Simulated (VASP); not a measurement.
# CdTe (F-43m) in VASP: a series of runs, part 2 of 2

VASP 6.6.1.

## Step 3: Relaxation of the atoms, PBE+D3(BJ)

File INCAR:

```
PREC = Accurate ; ENCUT = 600
EDIFF = 1E-7 ; ISMEAR = 0
SIGMA = 0.03 ; LREAL = False
LASPH = True ; NELM = 80
ALGO = Fast ; ISIF = 2
LWAVE = False ; LCHARG = False
GGA = PE ; IVDW = 12
IBRION = 2 ; NSW = 40
EDIFFG = -0.01
```

File KPOINTS:

```
Automatic mesh
0
Gamma
  8 8 8
```

File POSCAR:

```
CdTe                                    
1.0
    0.0000000000      3.2607642610      3.2607642610
    3.2607642610      0.0000000000      3.2607642610
    3.2607642610      3.2607642610      0.0000000000
  Cd              Te            
     1     1
Direct
     0.0000000000000000    0.0000000000000000    0.0000000000000000
     0.2500000000000000    0.2500000000000000    0.2500000000000000
```

Potentials or basis: VASP PAW PBE potentials, release 64 (Cd, Te).

Started as:

```sh
cat potpaw_PBE.64/Cd/POTCAR potpaw_PBE.64/Te/POTCAR > POTCAR
mpirun -np 1 vasp_std > vasp.out
```

OUTCAR:

```text
PREC = Accurate
   ENCUT = 600
   EDIFF = 1E-7
   ISMEAR = 0
   LREAL = False
   LASPH = True
   NELM = 80
   ISIF = 2
   GGA = PE
   IVDW = 12
   IBRION = 2
   NSW = 40
   EDIFFG = -0.01
 IVDW          = 12

 ion  position               nearest neighbor table
   1  0.000  0.000  0.000-   2 2.82   2 2.82   2 2.82   2 2.82
   2  0.250  0.250  0.250-   1 2.82   1 2.82   1 2.82   1 2.82

  LATTYP: Found a face centered cubic cell.
 ALAT       =     6.5215285220

  Lattice vectors:

 A1 = (   0.0000000000,   3.2607642610,   3.2607642610)
 A2 = (   3.2607642610,   0.0000000000,   3.2607642610)
 A3 = (   3.2607642610,   3.2607642610,   0.0000000000)

Analysis of symmetry for initial positions (statically):
=====================================================================
 Subroutine PRICEL returns:
 Original cell was already a primitive cell.

 Routine SETGRP: Setting up the symmetry group for a
 face centered cubic supercell.

 Subroutine GETGRP returns: Found 24 space group operations
 (whereof 24 operations were pure point group operations)
 out of a pool of 48 trial point group operations.

The static configuration has the point symmetry T_d .

Analysis of symmetry for dynamics (positions and initial velocities):
=====================================================================
 Subroutine PRICEL returns:
 Original cell was already a primitive cell.

 Routine SETGRP: Setting up the symmetry group for a
 face centered cubic supercell.

 Subroutine GETGRP returns: Found 24 space group operations
 (whereof 24 operations were pure point group operations)
 out of a pool of 48 trial point group operations.

The dynamic configuration has the point symmetry T_d .

 Subroutine INISYM returns: Found 24 space group operations
 (whereof 24 operations are pure point group operations),
 and found     1 'primitive' translations

----------------------------------------------------------------------------------------

                                     Primitive cell

  volume of cell :      69.3407

  direct lattice vectors                    reciprocal lattice vectors
     0.000000000  3.260764261  3.260764261    -0.153338285  0.153338285  0.153338285
     3.260764261  0.000000000  3.260764261     0.153338285 -0.153338285  0.153338285
     3.260764261  3.260764261  0.000000000     0.153338285  0.153338285 -0.153338285

  length of vectors
     4.611417042  4.611417042  4.611417042     0.265589701  0.265589701  0.265589701

  position of ions in fractional coordinates (direct lattice)
     0.000000000  0.000000000  0.000000000
     0.250000000  0.250000000  0.250000000

  ion indices of the primitive-cell ions
   primitive index   ion index
                 1           1
                 2           2

----------------------------------------------------------------------------------------

 KPOINTS: Automatic mesh

Automatic generation of k-mesh.
 Grid dimensions read from file:
 generate k-points for:    8    8    8

 Generating k-lattice:

  Cartesian coordinates                     Fractional coordinates (reciprocal lattice)
    -0.019167286  0.019167286  0.019167286     0.125000000  0.000000000  0.000000000
[... 45 lines left out ...]
   dimension x,y,z NGXF=    80 NGYF=   80 NGZF=   80
   ions per type =               1   1
   NGX,Y,Z   is equivalent  to a cutoff of  14.42, 14.42, 14.42 a.u.
   NGXF,Y,Z  is equivalent  to a cutoff of  28.84, 28.84, 28.84 a.u.
 SYSTEM =  unknown system
   PREC   = accura    normal or accurate (medium, high low for compatibility)
   ISTART =      0    job   : 0-new  1-cont  2-samecut
   ICHARG =      2    charge: 1-file 2-atom 10-const
   ISPIN  =      1    spin polarized calculation?
   LNONCOLLINEAR =      F non collinear calculations
   LSORBIT =      F    spin-orbit coupling
   LASPH  =      T    aspherical Exc in radial PAW
   ENCUT  =  600.0 eV  44.10 Ry    6.64 a.u.   9.21  9.21  9.21*2*pi/ulx,y,z
   NELM   =     80;   NELMIN=  2; NELMDL= -5     # of ELM steps
   EDIFF  = 0.1E-06   stopping-criterion for ELM
   LREAL  =      F    real-space projection
   EDIFFG = -.1E-01   stopping-criterion for IOM
   NSW    =     40    number of steps for IOM
   IBRION =      2    ionic relax: 0-MD 1-quasi-New 2-CG
   NFREE  =      1    steps in history (QN), initial steepest desc. (CG)
   ISIF   =      2    stress and relaxation
   ISYM   =      2    0-nonsym 1-usesym 2-fastsym
   POTIM  = 0.5000    time-step for ionic-motion
   TEBEG  =    0.0;   TEEND  =   0.0 temperature during run
   PSTRESS=    0.0 pullay stress
   NELECT =      18.0000    total number of electrons
   NUPDOWN=      -1.0000    fix difference up-down
   EMIN   =  10.00;   EMAX   =-10.00  energy-range for DOS
   EFERMI =   0.00;   METHOD = LEGACY
   ISMEAR =     0;   SIGMA  =   0.03  broadening in eV -4-tet -1-fermi 0-gaus
   EFERMI_NEDOS =   21; number of points for ismear=-14 and -15
   IALGO  =     68    algorithm
   IMIX   =      4    mixing-type and parameters
     AMIX     =   0.40;   BMIX     =  1.00
     AMIX_MAG =   1.60;   BMIX_MAG =  1.00
  volume/ion in A,a.u.               =      34.67       233.97
  Fermi-wavevector in a.u.,A,eV,Ry     =   1.044326  1.973491 14.838754  1.090618
  Thomas-Fermi vector in A             =   2.179074
   LORBIT       =      0    0 simple, 1 ext, 2 COOP (PROOUT), +10 PAW based schemes
   GGA     = PE    functional components
   LHFCALC =     F    Hartree Fock is set to
   AEXX    =    0.0000 exact exchange contribution
   IVDW    =    12    specifies the selected vdW correction
   LEPSILON=     F    determine dielectric tensor
   LRPA    =     F    only Hartree local field effects (RPA)
 conjugate gradient relaxation of ions
 non-spin polarized calculation
 RMM-DIIS sequential band-by-band and
 Gauss-broadening in eV      SIGMA  =   0.03
  energy-cutoff  :      600.00
  volume of cell :       69.34
 maximum number of plane-waves:      2337
 NGX is ok and might be reduce to    40
   NGX = 19   NGY = 19   NGZ = 19

 number of electron      17.9999998 magnetization

 Free energy of the ion-electron system (eV)
  ---------------------------------------------------
  ext. energy  EPLUGINS =         0.00000000
  ---------------------------------------------------
  free energy    TOTEN  =        -4.79330858 eV

  energy without entropy =       -4.79330858  energy(sigma->0) =       -4.79330858

 E-fermi :   2.3468     XC(G=0):  -8.5016

 val. band max:        2.1784396835   @ k =   0.0000   0.0000   0.0000
 cond. band min:       2.8930600225   @ k =   0.0000   0.0000   0.0000
 fundamental gap:      0.7146203390
 Fermi energy:         2.3467621122

 k-point     1 :       0.0000    0.0000    0.0000
  band No.  band energies     occupation
      1      -8.8892      2.00000
      2      -6.0456      2.00000
      3      -6.0456      2.00000
      4      -6.0456      2.00000
      5      -5.7988      2.00000
      6      -5.7988      2.00000
      7       2.1784      2.00000
      8       2.1784      2.00000
      9       2.1784      2.00000
     10       2.8931      0.00000
     11       6.7933      0.00000
     12       6.7933      0.00000
     13       6.7933      0.00000
[... 354 lines left out ...]
  band No.  band energies     occupation
      1      -8.4534      2.00000
      2      -5.9617      2.00000
      3      -5.9502      2.00000
      4      -5.8132      2.00000
      5      -5.7935      2.00000
      6      -5.3706      2.00000
      7      -1.9609      2.00000
      8       0.1768      2.00000
      9       0.9570      2.00000
     10       5.3740      0.00000
     11       6.7982      0.00000
     12       8.1313      0.00000
     13       9.3193      0.00000

 [... further k-points ...]

------------------------ aborting loop because EDIFF is reached ----------------------------------------

 Edisp (eV)   -0.66894

 E8    (eV) :    -0.3001

  FORCE on cell =-STRESS in cart. coord.  units (eV):
  Direction    XX          YY          ZZ          XY          YZ          ZX
  --------------------------------------------------------------------------------------
  -------------------------------------------------------------------------------------
  Total       0.00032     0.00032     0.00032    -0.00000    -0.00000    -0.00000
  in kB       0.00731     0.00731     0.00731    -0.00000    -0.00000    -0.00000
  external pressure =        0.01 kB  Pullay stress =        0.00 kB

 VOLUME and BASIS-vectors are now :
 -----------------------------------------------------------------------------
  energy-cutoff  :      600.00
  volume of cell :       69.34
      direct lattice vectors                 reciprocal lattice vectors
     0.000000000  3.260764261  3.260764261    -0.153338285  0.153338285  0.153338285
     3.260764261  0.000000000  3.260764261     0.153338285 -0.153338285  0.153338285
     3.260764261  3.260764261  0.000000000     0.153338285  0.153338285 -0.153338285

 POSITION                                       TOTAL-FORCE (eV/Angst)
 -----------------------------------------------------------------------------------
      0.00000      0.00000      0.00000         0.000000      0.000000      0.000000
      1.63038      1.63038      1.63038        -0.000000     -0.000000     -0.000000
 -----------------------------------------------------------------------------------
    total drift:                               -0.000000     -0.000000     -0.000000

  FREE ENERGIE OF THE ION-ELECTRON SYSTEM (eV)
  ---------------------------------------------------
  free  energy   TOTEN  =        -5.4622439628 eV

  energy  without entropy=       -5.4622439628  energy(sigma->0) =       -5.46224396

 reached required accuracy - stopping structural energy minimisation
```

It took 17 s on 1 thread of Intel Xeon 6975P-C (Granite Rapids), shared host; peak memory 0.26 GiB.

Results:

| Item | Value |
| --- | --- |
| Free energy | -5.4622 eV |
| Pressure after relaxing | 0.0 GPa |
| Band gap on the k mesh | 0.71 eV, direct |
| Dispersion energy per atom | -0.334 eV |

Final structure:
```yaml
crystal:
  lattice:
    - [0.00000, 3.26076, 3.26076]
    - [3.26076, 0.00000, 3.26076]
    - [3.26076, 3.26076, 0.00000]
  atoms:
    - { symbol: Cd, position: [0.00000, 0.00000, 0.00000] }
    - { symbol: Te, position: [0.25000, 0.25000, 0.25000] }
```

Caveat: the relaxation stopped at its first step, so nothing moved; spin-orbit coupling is left out, which moves the levels of the heavy elements.

## Step 4: Relaxation of the atoms, PBE+D3(BJ) (a relaxed cell with its volume scaled by 1.02)

INCAR is that of step 3.

KPOINTS is that of step 3.

File POSCAR:

```
CdTe                                    
1.0
    0.0000000000      3.2823593556      3.2823593556
    3.2823593556      0.0000000000      3.2823593556
    3.2823593556      3.2823593556      0.0000000000
  Cd              Te            
     1     1
Direct
     0.0000000000000000    0.0000000000000000    0.0000000000000000
     0.2500000000000000    0.2500000000000000    0.2500000000000000
```

Potentials or basis: VASP PAW PBE potentials, release 64 (Cd, Te).

Started as:

```sh
cat potpaw_PBE.64/Cd/POTCAR potpaw_PBE.64/Te/POTCAR > POTCAR
mpirun -np 1 vasp_std > vasp.out
```

OUTCAR:

```text
PREC = Accurate
   ENCUT = 600
   EDIFF = 1E-7
   ISMEAR = 0
   LREAL = False
   LASPH = True
   NELM = 80
   ISIF = 2
   GGA = PE
   IVDW = 12
   IBRION = 2
   NSW = 40
   EDIFFG = -0.01
 IVDW          = 12

 ion  position               nearest neighbor table
   1  0.000  0.000  0.000-   2 2.84   2 2.84   2 2.84   2 2.84
   2  0.250  0.250  0.250-   1 2.84   1 2.84   1 2.84   1 2.84

  LATTYP: Found a face centered cubic cell.
 ALAT       =     6.5647187112

  Lattice vectors:

 A1 = (   0.0000000000,   3.2823593556,   3.2823593556)
 A2 = (   3.2823593556,   0.0000000000,   3.2823593556)
 A3 = (   3.2823593556,   3.2823593556,   0.0000000000)

Analysis of symmetry for initial positions (statically):
=====================================================================
 Subroutine PRICEL returns:
 Original cell was already a primitive cell.

 Routine SETGRP: Setting up the symmetry group for a
 face centered cubic supercell.

 Subroutine GETGRP returns: Found 24 space group operations
 (whereof 24 operations were pure point group operations)
 out of a pool of 48 trial point group operations.

[... 181 lines left out ...]
      7       2.0048      2.00000
      8       2.0048      2.00000
      9       2.0048      2.00000
     10       2.6597      0.00000
     11       6.6314      0.00000
     12       6.6314      0.00000
     13       6.6314      0.00000
[... 354 lines left out ...]
  band No.  band energies     occupation
      1      -8.5401      2.00000
      2      -6.0776      2.00000
      3      -6.0669      2.00000
      4      -5.9372      2.00000
      5      -5.9188      2.00000
      6      -5.5157      2.00000
      7      -2.0357      2.00000
      8       0.0687      2.00000
      9       0.8292      2.00000
     10       5.1552      0.00000
     11       6.6434      0.00000
     12       7.9265      0.00000
     13       9.0923      0.00000

 [... further k-points ...]

------------------------ aborting loop because EDIFF is reached ----------------------------------------

 Edisp (eV)   -0.65352

 E8    (eV) :    -0.2928

  FORCE on cell =-STRESS in cart. coord.  units (eV):
  Direction    XX          YY          ZZ          XY          YZ          ZX
  --------------------------------------------------------------------------------------
  -------------------------------------------------------------------------------------
  Total      -0.33365    -0.33365    -0.33365     0.00000     0.00000    -0.00000
  in kB      -7.55808    -7.55808    -7.55808     0.00000     0.00000    -0.00000
  external pressure =       -7.56 kB  Pullay stress =        0.00 kB

 VOLUME and BASIS-vectors are now :
 -----------------------------------------------------------------------------
  energy-cutoff  :      600.00
  volume of cell :       70.73
      direct lattice vectors                 reciprocal lattice vectors
     0.000000000  3.282359356  3.282359356    -0.152329451  0.152329451  0.152329451
     3.282359356  0.000000000  3.282359356     0.152329451 -0.152329451  0.152329451
     3.282359356  3.282359356  0.000000000     0.152329451  0.152329451 -0.152329451

 POSITION                                       TOTAL-FORCE (eV/Angst)
 -----------------------------------------------------------------------------------
      0.00000      0.00000      0.00000        -0.000000     -0.000000     -0.000000
      1.64118      1.64118      1.64118         0.000000      0.000000      0.000000
 -----------------------------------------------------------------------------------
    total drift:                               -0.000000     -0.000000     -0.000000

  FREE ENERGIE OF THE ION-ELECTRON SYSTEM (eV)
  ---------------------------------------------------
  free  energy   TOTEN  =        -5.4592178933 eV

  energy  without entropy=       -5.4592178933  energy(sigma->0) =       -5.45921789

 reached required accuracy - stopping structural energy minimisation
```

OSZICAR:

```text
N       E                     dE             d eps       ncg     rms          rms(c)
DAV:   1     0.108270360390E+03    0.10827E+03   -0.89367E+03   754   0.133E+03
DAV:   2    -0.652854890763E+00   -0.10892E+03   -0.10440E+03   844   0.287E+02
DAV:   3    -0.499383553705E+01   -0.43410E+01   -0.43291E+01   914   0.596E+01
DAV:   4    -0.503762933576E+01   -0.43794E-01   -0.43787E-01  1050   0.532E+00
DAV:   5    -0.503780404068E+01   -0.17470E-03   -0.17470E-03   884   0.297E-01    0.518E+00
RMM:   6    -0.482040333459E+01    0.21740E+00   -0.43658E-01   754   0.525E+00    0.408E+00
RMM:   7    -0.480491688773E+01    0.15486E-01   -0.11214E-01   754   0.195E+00    0.160E+00
RMM:   8    -0.480531898953E+01   -0.40210E-03   -0.63597E-03   754   0.900E-01    0.407E-01
RMM:   9    -0.480563846997E+01   -0.31948E-03   -0.11661E-03   760   0.319E-01    0.991E-02
RMM:  10    -0.480567845781E+01   -0.39988E-04   -0.19216E-04   780   0.108E-01    0.344E-02
RMM:  11    -0.480569764426E+01   -0.19186E-04   -0.34957E-05   757   0.491E-02    0.203E-02
RMM:  12    -0.480569806692E+01   -0.42266E-06   -0.74311E-06   757   0.246E-02    0.512E-03
RMM:  13    -0.480569825707E+01   -0.19015E-06   -0.14654E-06   751   0.108E-02    0.385E-03
RMM:  14    -0.480569798019E+01    0.27689E-06   -0.10117E-06   622   0.723E-03    0.221E-03
RMM:  15    -0.480569806320E+01   -0.83018E-07   -0.21458E-07   533   0.471E-03
   1 F= -.54592179E+01 E0= -.54592179E+01  d E =-.545922E+01
```

Wall time 17 s (1 thread of Intel Xeon 6975P-C (Granite Rapids), shared host); peak memory 0.25 GiB.

What came out:

```
Free energy                : -5.4592 eV
Pressure after relaxing    : -0.8 GPa
Band gap on the k mesh     : 0.65 eV, direct
Dispersion energy per atom : -0.327 eV
```

Final structure:
```
CELL_PARAMETERS angstrom
0.00000 3.28236 3.28236
3.28236 0.00000 3.28236
3.28236 3.28236 0.00000
ATOMIC_POSITIONS crystal
Cd 0.00000 0.00000 0.00000
Te 0.25000 0.25000 0.25000
```

Caveat: the relaxation stopped at its first step, so nothing moved; spin-orbit coupling is left out, which moves the levels of the heavy elements.

## Step 5: Summary

| cell | gap on the mesh (eV) | pressure (GPa) |
| --- | --- | --- |
| atoms relaxed from: a relaxed cell with its volume scaled by 0.98 | 0.78 | 0.9 |
| atoms relaxed | 0.71 | 0.0 |
| atoms relaxed from: a relaxed cell with its volume scaled by 1.02 | 0.65 | -0.8 |

Alike in all rows: task relaxation of the atoms; level PBE+D3(BJ); potentials or basis VASP PAW PBE potentials, release 64 (Cd, Te); no spin polarisation; k mesh 8 × 8 × 8; cutoff (eV) 600; smearing gaussian 0.03 eV.

Caveats: the relaxation stopped at its first step, so nothing moved; spin-orbit coupling is left out, which moves the levels of the heavy elements.

Total energies depend on the potentials used, so only differences within one code and one set of settings carry meaning.

## Step 6: How close it comes

Step 3. Against the measured gap of CdTe, 1.607 eV (0 K; a printed reference work, data compilation), the calculated 0.71 eV is off by -0.89 eV. Spin-orbit coupling on Cd, Te is left out. The value is that of PBE+D3(BJ), without temperature or zero-point motion. Semilocal functionals fall short of measured gaps as a rule.
